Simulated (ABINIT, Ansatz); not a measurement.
# KCl (Pm-3m): a worked LO-TO splitting

Aim: work out the LO frequency and the static dielectric constant of KCl (Pm-3m) from one linear-response run, then check them.

Calculated with ABINIT 10.8.3; DFT LDA, scalar-relativistic, plane waves, PseudoDojo norm-conserving pseudopotentials.

### 1. Set-up

Symmetry: Pm-3m, No. 221, cubic system. Conventional cell: a = 3.635 Å, b = 3.635 Å, c = 3.635 Å, α = 90.00°, β = 90.00°, γ = 90.00°. Nearest to K lie 8 Cl at 3.15 Å. Nearest to Cl lie 8 K at 3.15 Å. Farther neighbours and most contacts between anions are not listed.

Structure file:

```xyz
2
Lattice="3.6354 0.0000 0.0000 0.0000 3.6354 0.0000 0.0000 0.0000 3.6354" Properties=species:S:1:pos:R:3 pbc="T T T"
K     0.0000    0.0000    0.0000
Cl    1.8177    1.8177    1.8177
```

This is the cell after its relaxation at this level of theory, not the database cell from which that began.

### 2. What the response run gave

A linear-response run on the relaxed cell, with the response to an electric field; only its zone-centre results are used. Cutoff 32 Ha, k mesh 6×6×6.

Numbers of over 12 decimals in the logs are rounded to 6 here.

Log:

```text
[banners, grids, parts of the stress and lines that vanish by symmetry left out]
- input  file    -> dfpt_gamma.abi
- output file    -> dfpt_gamma.abo
- root for input  files -> dfpt_gammai
[...]
DATASET    1 : space group Pm -3 m (#221); Bravais cP (primitive cubic)
[...]
nfft =       46656          nkpt =         112
[...]
DATASET    2 : space group Pm -3 m (#221); Bravais cP (primitive cubic)
[...]
nfft =       46656          nkpt =         112
[...]
DATASET    3 : space group Pm -3 m (#221); Bravais cP (primitive cubic)
[...]
mpw =        2832          nfft =       46656          nkpt =         112
[...]
== DATASET  1 ==================================================================
[...]
cutoff_energies: {ecut:  32.0, pawecutdg:  -1.0, }
[...]
- 17.00000   7.00000  180309                  znucl, zion, pspdat
[...]
Perturbation : derivative vs k along direction   1
[...]
-ETOT  1  -12.039410232304     -1.204E+01 8.929E-02 0.000E+00
 ETOT  2  -12.081348312654     -4.194E-02 2.222E-03 0.000E+00
 ETOT  3  -12.081752706745     -4.044E-04 1.995E-05 0.000E+00
 ETOT  4  -12.081758109555     -5.403E-06 4.271E-07 0.000E+00
 ETOT  5  -12.081758199282     -8.973E-08 1.168E-08 0.000E+00
[...]
At SCF step   13   max residual=  9.99E-21 < tolwfr=  1.00E-20 =>converged.
[...]
Perturbation : derivative vs k along direction   2
[...]
-ETOT  1  -12.039255583400     -1.204E+01 8.929E-02 0.000E+00
[...]
At SCF step   13   max residual=  9.99E-21 < tolwfr=  1.00E-20 =>converged.
[...]
Perturbation : derivative vs k along direction   3
[...]
-ETOT  1  -12.039410228936     -1.204E+01 8.929E-02 0.000E+00
[...]
At SCF step   13   max residual=  9.99E-21 < tolwfr=  1.00E-20 =>converged.
[...]
1        1       0.7708918212    0.0000000000
     1        2       0.0000000000    0.0000000000
     1        3       0.0000000000    0.0000000000
     2        1       0.0000000000    0.0000000000
     2        2       0.7708918212    0.0000000000
     2        3       0.0000000000    0.0000000000
     3        1       0.0000000000    0.0000000000
     3        2       0.0000000000    0.0000000000
     3        3       0.7708918212    0.0000000000
[...]
== DATASET  2 ==================================================================
[...]
cutoff_energies: {ecut:  32.0, pawecutdg:  -1.0, }
[...]
Perturbation : displacement of atom   1   along direction   1
[...]
1    4   1    4         2.8352730838        -0.0000000000
   1    4   2    4        -0.0000000000        -0.0000000000
   1    4   3    4        -0.0000000000        -0.0000000000
   2    4   1    4        -0.0000000000        -0.0000000000
   2    4   2    4         2.8352730838        -0.0000000000
   2    4   3    4        -0.0000000000        -0.0000000000
   3    4   1    4        -0.0000000000        -0.0000000000
   3    4   2    4        -0.0000000000        -0.0000000000
   3    4   3    4         2.8352730838        -0.0000000000
  Effective charges, in cartesian coordinates,
[...]
1    1   1    4         1.1844204804         0.0000000000
   2    1   1    4         0.0000000000         0.0000000000
   3    1   1    4         0.0000000000         0.0000000000
   1    2   1    4        -1.1888026974         0.0000000000
   2    2   1    4         0.0000000000         0.0000000000
[...]
Effective charges, in cartesian coordinates,
[...]
2    4   1    2         0.0000000000         0.0000000000
   3    4   1    2         0.0000000000         0.0000000000
   1    4   2    2         0.0000000000         0.0000000000
   2    4   2    2        -1.1888026454         0.0000000000
   3    4   2    2         0.0000000000         0.0000000000
   1    4   3    2         0.0000000000         0.0000000000
   2    4   3    2         0.0000000000         0.0000000000
   3    4   3    2        -1.1888026454         0.0000000000
  Phonon wavevector (reduced coordinates) :  0.00000  0.00000  0.00000
 Phonon energies in Hartree :
[...]
Phonon frequencies in cm-1    :
-  8.279133E-01  8.279133E-01  8.279135E-01  1.362620E+02  1.362620E+02
-  1.362620E+02
  Phonon at Gamma, with non-analyticity in the
[...]
Phonon energies in Hartree :
[...]
Phonon frequencies in cm-1    :
-  8.279133E-01  8.279133E-01  8.506242E-01  1.362620E+02  1.362620E+02
-  2.143079E+02
  Phonon at Gamma, with non-analyticity in the
[...]
Phonon energies in Hartree :
[...]
Phonon frequencies in cm-1    :
-  8.279133E-01  8.279135E-01  8.506241E-01  1.362620E+02  1.362620E+02
-  2.143079E+02
  Phonon at Gamma, with non-analyticity in the
[...]
Phonon energies in Hartree :
[...]
Phonon frequencies in cm-1    :
-  8.279133E-01  8.279135E-01  8.506240E-01  1.362620E+02  1.362620E+02
-  2.143079E+02
[...]
== DATASET  3 ==================================================================
[...]
cutoff_energies: {ecut:  32.0, pawecutdg:  -1.0, }
[...]
1          1       -0.000000000       -0.000000000       -0.000000000
[...]
1          2       -0.000000000       -0.000000000       -0.000000000
[...]
1          3       -0.000000000       -0.000000000       -0.000000000
[...]
2          1       -0.000000000       -0.000000000       -0.000000000
[...]
2          2       -0.000000000       -0.000000000       -0.000000000
[...]
2          3       -0.000000000       -0.000000000       -0.000000000
[...]
strten2     0.0000000000E+00  0.0000000000E+00  0.0000000000E+00
           strten3     0.0000000000E+00  0.0000000000E+00  0.0000000000E+00
================================================================================
```

| quantity | value |
| --- | --- |
| cell volume Ω (Å³) | 48.045 |
| mass of K (u) | 39.098 |
| mass of Cl (u) | 35.450 |
| Born charge of K, raw (e) | 1.184 |
| Born charge of Cl, raw (e) | -1.189 |
| ε∞ | 2.835 |
| ω(TO) after the sum rule (cm⁻¹) | 136.3 |

### 3. The calculation

The charges must sum to zero over the cell; taking off their mean, -0.002 e, leaves Z* = 1.187 e on K. In the polar mode K moves against Cl, so the reduced mass is μ = 39.10 × 35.45 / 74.55 = 18.592 u.

A longitudinal wave builds up a field that adds to the restoring force: ω(LO)² = ω(TO)² + 4π Z*² / (μ Ω ε∞), in Hartree atomic units. With μ = 33892 electron masses and Ω = 324.22 bohr³ the second term is 5.6791e-07 Ha², or 27356 cm⁻² (1 Ha = 219474.6 cm⁻¹).

So ω(LO) = √(18567 + 27356) = 214.3 cm⁻¹, and by the Lyddane-Sachs-Teller relation ε₀ = ε∞ (ω(LO)/ω(TO))² = 7.01.

### 4. Check against the program

The analysis program adds the same non-analytic term to the full matrix.

Log:

```text
[banners, grids, parts of the stress and lines that vanish by symmetry left out]
-outvars_anaddb: echo values of input variables ----------------------

 Flags :
[...]
Dielectric Tensor and Effective Charges
[...]
Effective charge tensors after
[...]
1          1       -0.000000000       -0.000000000       -0.000000000
[...]
1          2       -0.000000000       -0.000000000       -0.000000000
[...]
1          3       -0.000000000       -0.000000000       -0.000000000
[...]
2          1       -0.000000000       -0.000000000       -0.000000000
[...]
2          2       -0.000000000       -0.000000000       -0.000000000
[...]
2          3       -0.000000000       -0.000000000       -0.000000000
[...]
Phonon wavevector (reduced coordinates) :  0.00000  0.00000  0.00000
 Phonon energies in Hartree :
[...]
Phonon energies in meV     :
-  0.000000E+00  0.000000E+00  0.000000E+00  1.689403E+01  1.689403E+01
-  1.689403E+01
 Phonon frequencies in cm-1    :
-  0.000000E+00  0.000000E+00  0.000000E+00  1.362595E+02  1.362595E+02
-  1.362595E+02
 Phonon frequencies in Thz     :
-  0.000000E+00  0.000000E+00  0.000000E+00  4.084958E+00  4.084958E+00
-  4.084958E+00
 Phonon energies in Kelvin  :
-  0.000000E+00  0.000000E+00  0.000000E+00  1.960471E+02  1.960471E+02
-  1.960471E+02
[...]
-  1  0.00000000E+00  0.00000000E+00  2.71264556E-03
-     0.00000000E+00  0.00000000E+00  0.00000000E+00
-  2  0.00000000E+00  0.00000000E+00  2.71264768E-03
-     0.00000000E+00  0.00000000E+00  0.00000000E+00
[...]
-  1  0.00000000E+00 -2.71264556E-03  0.00000000E+00
-     0.00000000E+00  0.00000000E+00  0.00000000E+00
-  2  0.00000000E+00 -2.71264768E-03  0.00000000E+00
-     0.00000000E+00  0.00000000E+00  0.00000000E+00
[...]
-  1  2.71264556E-03  0.00000000E+00  0.00000000E+00
-     0.00000000E+00  0.00000000E+00  0.00000000E+00
-  2  2.71264768E-03  0.00000000E+00  0.00000000E+00
-     0.00000000E+00  0.00000000E+00  0.00000000E+00
[...]
-  1  0.00000000E+00  0.00000000E+00  2.58308746E-03
-     0.00000000E+00  0.00000000E+00  0.00000000E+00
-  2  0.00000000E+00  0.00000000E+00 -2.84870403E-03
-     0.00000000E+00  0.00000000E+00  0.00000000E+00
[...]
-  1  0.00000000E+00 -2.58308746E-03  0.00000000E+00
-     0.00000000E+00  0.00000000E+00  0.00000000E+00
-  2  0.00000000E+00  2.84870403E-03  0.00000000E+00
-     0.00000000E+00  0.00000000E+00  0.00000000E+00
[...]
-  1  2.58308746E-03  0.00000000E+00  0.00000000E+00
-     0.00000000E+00  0.00000000E+00  0.00000000E+00
-  2 -2.84870403E-03  0.00000000E+00  0.00000000E+00
[...]
-  2.656915E+01
 Phonon frequencies in cm-1    :
-  0.000000E+00  0.000000E+00  0.000000E+00  1.362595E+02  1.362595E+02
-  2.142947E+02
 Phonon frequencies in Thz     :
-  0.000000E+00  0.000000E+00  0.000000E+00  4.084958E+00  4.084958E+00
-  6.424393E+00
 Phonon energies in Kelvin  :
-  0.000000E+00  0.000000E+00  0.000000E+00  1.960471E+02  1.960471E+02
-  3.083222E+02
[...]
-  1  0.00000000E+00  0.00000000E+00  2.71264556E-03
[...]
-  2  0.00000000E+00  0.00000000E+00  2.71264768E-03
[...]
Phonon at Gamma, with non-analyticity in the
[...]
Phonon energies in Hartree :
[...]
Phonon energies in meV     :
-  0.000000E+00  0.000000E+00  0.000000E+00  1.689403E+01  1.689403E+01
-  2.656915E+01
 Phonon frequencies in cm-1    :
-  0.000000E+00  0.000000E+00  0.000000E+00  1.362595E+02  1.362595E+02
-  2.142947E+02
 Phonon frequencies in Thz     :
-  0.000000E+00  0.000000E+00  0.000000E+00  4.084958E+00  4.084958E+00
-  6.424393E+00
 Phonon energies in Kelvin  :
-  0.000000E+00  0.000000E+00  0.000000E+00  1.960471E+02  1.960471E+02
-  3.083222E+02
[...]
Phonon at Gamma, with non-analyticity in the
[...]
Phonon energies in Hartree :
[...]
Phonon energies in meV     :
-  0.000000E+00  0.000000E+00  0.000000E+00  1.689403E+01  1.689403E+01
-  2.656915E+01
 Phonon frequencies in cm-1    :
-  0.000000E+00  0.000000E+00  0.000000E+00  1.362595E+02  1.362595E+02
-  2.142947E+02
 Phonon frequencies in Thz     :
-  0.000000E+00  0.000000E+00  0.000000E+00  4.084958E+00  4.084958E+00
-  6.424393E+00
 Phonon energies in Kelvin  :
-  0.000000E+00  0.000000E+00  0.000000E+00  1.960471E+02  1.960471E+02
-  3.083222E+02
[...]
-  1  5.79999969E-06 -2.71258452E-03 -1.72801627E-05
[...]
-  2  5.80042692E-06 -2.71258621E-03 -1.72797535E-05
[...]
-  1  2.71263614E-03  5.77283697E-06  4.34458783E-06
[...]
-  2  2.71263783E-03  5.77241898E-06  4.34416873E-06
[...]
-  1  2.93421826E-04  1.66204505E-03 -1.95546688E-03
[...]
-  2 -3.23594130E-04 -1.83295166E-03  2.15654579E-03
[...]
-  1  2.08857148E-03 -1.29839650E-03 -7.90174987E-04
[...]
-  2 -2.30333742E-03  1.43190945E-03  8.71427974E-04
[...]
-         0.000000000       0.000000000       0.000000000
-         0.000000000       0.000000000       0.000000000
[...]
-         0.000000000       0.000000000       0.000000000
-         0.000000000       0.000000000       0.000000000
-         0.000000000       0.000000000       0.000000000
[...]
-         0.000000000       0.000000000       0.000000000
-         0.000000000       0.000000000       0.000000000
-         0.000000000       0.000000000       0.000000000
[...]
Direction                     Dielectric constant
[...]
0.00000   0.00000   1.00000      7.01267649
   1.00000   1.00000   1.00000      7.01267649
-
```

| quantity | by hand | program |
| --- | --- | --- |
| ω(LO) (cm⁻¹) | 214.3 | 214.3 |
| ε₀ | 7.01 | 7.01 |

### 5. What came out

```json
{"TO mode": "136.3 cm⁻¹", "LO mode": "214.3 cm⁻¹", "static dielectric constant": "7.013"}
```

What this shows: The LO mode of KCl (Pm-3m) lies at 214 cm⁻¹, 78 cm⁻¹ above the TO mode; the formula meets the program within 0.1 cm⁻¹, as it must for a cubic crystal with one polar mode. ω(LO)² − ω(TO)² goes with Z*²/ε∞: an error of 5 % in ε∞ would move the LO mode by 3.1 cm⁻¹, and semilocal functionals tend to overestimate ε∞. These are harmonic values at zero temperature, at the volume of this functional, for the structure held cubic; stability elsewhere in the zone is no part of this calculation.

[Host names and launcher messages were left out of these logs when they were recorded.]

[Logs are printed without paths, hosts, clocks, repeated set-up lines and the standing remarks that a program may print on its own settings, such as how far it seeks lower states.]

[Hosts, paths, dates, database ids (printed as entryN), source tags and the programs' standing remarks are cut or masked in the printed files.]
